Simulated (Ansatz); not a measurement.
The cell is a measured one (Crystallography Open Database entry 9008551); the temperature and pressure of the measurement aren't taken into account, and nothing was relaxed. It was measured hot, at 887 K.

Sr: DFT, PBE, PAW with Ansatz's default frozen-core files, scalar-relativistic (Ansatz 0.2.0). What sets it apart from a plain run of this crystal: k mesh [14, 14, 14].

```yaml
crystal:
  lattice:
    - [-2.425, 2.425, 2.425]
    - [2.425, -2.425, 2.425]
    - [2.425, 2.425, -2.425]
  atoms:
    - { symbol: Sr, position: [0.0, 0.0, 0.0] }
kpoints:
  mp_grid: { grid: [14, 14, 14] }
scf:
  occupations: { method: fermi_dirac, width: 0.05 }
hamiltonian:
  xc: pbe
  pseudopotentials: { kind: paw }
output:
  forces: true
  stress: true
  eigenvalues: true
  efg: { contact_densities: true }
```

Output (standing set-up lines are left out):

```
k-points: 104 of 2744
SCF iter   1: F=—  HF=-3544.213447 eV  |F-HF|=—  |Δ(HF+E_count)|=         —  Δρ=7.45e-4  dr2=1.89e-4  ethr=1.77e-3  ⟨swp⟩=7.3  Hψ=8380  notcnv=0
preconditioner: auto → Kerker (q_TF=auto, 2.041 Å⁻¹)  [metal: Δε(μ)=0.028 eV  Ē_g=3.445 eV  σ=0.050 eV  W_gap=0.14  n_scr=12 (ndim 8)  ℏωp=7.0 eV  f_vac=0.000  D(μ)=1.25/eV (n_scr^D=12)]
SCF iter   2: F=—  HF=-3544.213976 eV  |F-HF|=—  |Δ(HF+E_count)|=   5.29e-4  Δρ=3.82e-4  dr2=6.52e-5  ethr=1.89e-6  ⟨swp⟩=3.4  Hψ=2787  notcnv=0
SCF iter   3: F=—  HF=-3544.214071 eV  |F-HF|=—  |Δ(HF+E_count)|=   9.52e-5  Δρ=1.16e-4  dr2=6.80e-6  ethr=6.52e-7  ⟨swp⟩=2.1  Hψ=1113  notcnv=0
SCF iter   4: F=—  HF=-3544.214076 eV  |F-HF|=—  |Δ(HF+E_count)|=   4.60e-6  Δρ=4.26e-5  dr2=1.08e-6  ethr=6.80e-8  ⟨swp⟩=2.0  Hψ=1045  notcnv=0
iter 5 did not close the SCF: its close was put off for the readings that it lacked (scf_convergence_deferred on its scf_iter line)
SCF iter   5: F=-3544.214076 eV  HF=-3544.214076 eV  |F-HF|=1.96e-9  |Δ(HF+E_count)|=   4.06e-7  Δρ=7.80e-6  dr2=3.99e-8  ethr=1.08e-8  ⟨swp⟩=2.0  Hψ=1050  notcnv=0
SCF iter   6: F=-3544.214076 eV  HF=-3544.214076 eV  |F-HF|=5.64e-10  |Δ(HF+E_count)|=   2.05e-9  Δρ=2.04e-6  dr2=2.67e-9  ethr=3.99e-10  ⟨swp⟩=3.6  Hψ=4632  notcnv=0
SCF 1 converged in 6 iterations: F = -3544.214076 eV  dr2 = 2.67e-9
  greatest PAW one-centre occupation: 0.988 electrons in one spin orbital (limit 2), on the Sr atom at site 0 (counted from 0), in its partial waves of l = 0
SCF converged after 6 iterations
Free energy (F): -3544.214076 eV
Harris-Foulkes:  -3544.214076 eV  (|F-HF|=5.64e-10)
Internal energy: -3544.203202 eV  (E = F + TS)
E sigma→0 (E₀):  -3544.208639 eV
Entropy (-TS):   -0.010874 eV (-10.874 meV/atom)
Fermi energy:    4.839080 eV
--- Per-component energies (eV) ---
  E_band       = -139.247353
  E_kinetic    = 241.124832
  E_local      = -780.738728  (includes V_loc(G=0)·N_el)
  E_nonlocal   = 202.763370
  E_hartree    = 198.673692
  E_xc         = -171.080087
  E_vxc        = -159.052295  (∫ρ·V_xc dr)
  E_paw        = -2694.702245  (= ΣΔE_a)
  E_vpaw       = -40.693156  (= ΣTr[D̂ρ^β])
  E_aug_tail   = -0.000001  (compensation charges beyond the density's cutoff)
  E_ewald      = -540.244036
  E_smearing   = -0.010874  (= −TS)
  E_closure    = -0.000000  (closes the sum)
  Σ components = -3544.214076   (vs F -3544.214076, Δ=0.00e0)
--- Forces (eV/Å), atoms counted from 1 ---
  atom   1  Sr     0.00000000    -0.00000000     0.00000000
  max |Σ_I F_I| component: 5.67e-31 eV/Å
--- Stress (GPa, compression-positive) ---
       -0.579853      -0.000000       0.000000
        0.000000      -0.579853       0.000000
        0.000000       0.000000      -0.579853
  P = ⅓ Tr σ = -0.5799 GPa (-5.799 kbar)
--- PAW observables at the nuclei: V_zz in 10²¹ V/m², potentials from the cell's mean, atoms counted from 1 ---
  atom   1  Sr V_zz =    -0.000000   η = 0.0000   by run symmetry: forbidden
            electrostatic potential = -5503.177599 V   contact ρ = 401086.854663 e/Å³
--- Band table (eV; the first three rows and the last of 104) ---
  k-point 0: bands = ["-31.8335", "-13.7270", "-13.7270", "-13.7270", "1.2395", "7.1623", "7.1623", "7.1623", "8.4424"]
  k-point 1: bands = ["-31.8328", "-13.7359", "-13.7299", "-13.7270", "1.3236", "7.0863", "7.1107", "7.2424", "8.3253"]
  k-point 2: bands = ["-31.8311", "-13.7606", "-13.7381", "-13.7269", "1.5703", "6.8907", "6.8940", "7.4803", "8.1640"]
  k-point 103: bands = ["-31.8107", "-13.8524", "-13.8524", "-13.8524", "4.7402", "4.7402", "8.2730", "8.2730", "8.2730"]
```
